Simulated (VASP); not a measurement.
Crystal: Cu.

```
CELL_PARAMETERS angstrom
0.00000 1.80750 1.80750
1.80750 0.00000 1.80750
1.80750 1.80750 0.00000
ATOMIC_POSITIONS crystal
Cu 0.00000 0.00000 0.00000
```

```yaml
Program: VASP 6.6.1
Task: relaxation of cell and atoms
Functional: PBE
Dispersion: D3(BJ)
Potentials_or_basis: VASP PAW PBE potentials, release 64 (Cu)
Cutoff: 600 eV
k_mesh: 12 × 12 × 12
Occupations: fermi-dirac, width 0.05 eV
Spin: no spin polarisation
```

At the start: pressure -6.0 GPa; volume 11.81 Å³/atom.

Problem. How do energy, volume and symmetry change on relaxing?

Solution. Over 3 steps the energy falls by 9.1 meV/atom and the volume is 11.34 Å³/atom (-4.0 %); space group Fm-3m (No. 225, to 0.05 Å).

Step by step:
| step | energy change (eV) | largest force (eV/Å) | pressure (GPa) | volume (Å³) |
| --- | --- | --- | --- | --- |
| 1 | 0.0000 | 0.0000 | -5.95 | 11.81 |
| 2 | -0.0057 | 0.0000 | 4.18 | 11.08 |
| 3 | -0.0091 | 0.0000 | 0.01 | 11.34 |

Final structure:
```xyz
1
Lattice="0.0000 1.7834 1.7834 1.7834 0.0000 1.7834 1.7834 1.7834 0.0000" Properties=species:S:1:pos:R:3 pbc="T T T"
Cu    0.0000    0.0000    0.0000
```

Caveat: pairwise dispersion overbinds metals, which lowers pressure and volume.
